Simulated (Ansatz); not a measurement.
# CdTe (zincblende): equation of state and elastic constants

The task here is to estimate one member of a computed series from the others.

Computed with Ansatz 0.2.0 (DFT PBE, scalar-relativistic, plane waves, PAW, unless a step's input says otherwise).

1 further run of the same task is left out (it didn't finish). Runs told in other sessions of the task aren't counted.

## The system as given

The structure is cubic, space group F-43m (No. 216). Conventional cell: a = 6.618 Å, b = 6.618 Å, c = 6.618 Å, α = 90.00°, β = 90.00°, γ = 90.00°. Around Cd (site symmetry -43m) lie 4 Te at 2.87 Å. Te (site symmetry -43m) is surrounded by 4 Cd at 2.87 Å.

Coordinates:

```
Cd Te
1.0
     0.00000    3.30909    3.30909
     3.30909    0.00000    3.30909
     3.30909    3.30909    0.00000
Cd Te
1 1
Direct
  0.00000 0.00000 0.00000
  0.25000 0.25000 0.25000
```

This cell comes from an earlier session at PBE: 36.235 Å³/atom at 0.00 GPa, on a 10×10×10 mesh.

Volume factors to run: 0.980, 1.020, 0.960, 1.040, 1.070, 1.100, 0.945.

The first run:

File input.yaml:

```yaml
crystal:
  lattice:
    - [0.0, 3.2868799865, 3.2868799865]
    - [3.2868799865, 0.0, 3.2868799865]
    - [3.2868799865, 3.2868799865, 0.0]
  atoms:
    - { symbol: Cd, position: [0.0, 0.0, 0.0] }
    - { symbol: Te, position: [0.25, 0.25, 0.25] }
basis:
  ecutwfc: 420
  ecutrho_ratio: 4
kpoints:
  mp_grid: { grid: [10, 10, 10] }
hamiltonian:
  xc: pbe
scf:
  occupations: { method: gaussian, width: 0.05 }
output:
  forces: true
  stress: true
  eigenvalues: true
```

On the command line:

```sh
$ ansatz run input.yaml --threads 2 --pin off --max-ram 2662MiB --backend cpu --events-out ev --progress --plain --runs-dir out
```

Among the steps run: Scaling the volume by 0.980; Scaling the volume by 1.020; Scaling the volume by 0.960; Scaling the volume by 1.040; Volume × 1.070; Volume × 1.100; At 0.945 of the relaxed volume.

One of the session's tables, all rows but one given; the rest of the session is left out.

It belongs to the step «The fit». 

```
volume (Å³/atom)  energy (meV/atom)  pressure (GPa)  gap (eV)
          34.242              13.43            2.28      0.75
          34.785                  ?               ?         ?
          35.510               1.66            0.75      0.65
          36.235               0.00            0.00      0.59
          36.959               1.52           -0.66      0.53
          37.684               5.88           -1.25      0.47
          38.771              17.06           -2.02      0.39
          39.858              33.01           -2.66      0.32
```

Estimate the missing values for volume (Å³/atom) = 34.785.

Worked estimate for «energy (meV/atom)». A straight line through the neighbours (34.242, 13.43) and (35.510, 1.66) gives 13.43 + (1.66 − 13.43) × (34.785 − 34.242) / (35.510 − 34.242) = 8.39; a parabola fitted to 3 rows on both sides gives 7.01.

As computed: energy (meV/atom): 6.90; pressure (GPa): 1.58; gap (eV): 0.71. In «energy (meV/atom)» the line misses by +1.49 and the parabola by +0.11.
